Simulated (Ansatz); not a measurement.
Sb in Ansatz: the effect of target pressure

Sb:

```xyz
2
Lattice="3.3545 0.0000 0.0000 -1.6773 2.9051 0.0000 0.0000 0.0000 5.4702" Properties=species:S:1:pos:R:3 pbc="T T T"
Sb    1.6773    0.9684    4.1026
Sb    0.0000    1.9367    1.3675
```

This isn't the form of Sb at room conditions, which is rhombohedral.

Alike in all runs:

```yaml
Program: Ansatz 0.2.0
Task: relaxation of cell and atoms
Functional: PBEsol
Potentials_or_basis: Ansatz PAW
Cutoff: "420 eV (not typed: the program's choice for these potentials)"
k_mesh: 9 × 9 × 5
Occupations: fermi-dirac, width 0.05 eV
Spin: no spin polarisation
```

Each run relaxes the cell or the atoms first.

```csv
target pressure,relaxed volume (Å³/atom)
0 GPa,26.04
2 GPa,25.27
5 GPa,24.38
10 GPa,23.23
20 GPa,?
30 GPa,20.29
```

**Question.** What does the run with target pressure 20 GPa give?

**Answer.** Relaxed volume 21.53 Å³/atom.

Worked out: In Murnaghan's law V^(-B') rises as a straight line in P. The other rows fit best with B' = 4.3, V0 = 26.02 Å³/atom and B0 = 67 GPa, which gives 21.49 Å³/atom at 20 GPa, against the run's 21.53.

Caveats: the plane-wave basis is chosen anew once the cell has moved, so the energies of steps on either side of that aren't comparable; the PAW data sets come from PBE, with cores solved anew for the run's functional, which leaves a small shift of forces and pressure; the volume moved by over 15 % at a fixed basis, so the end points are rough (some runs).
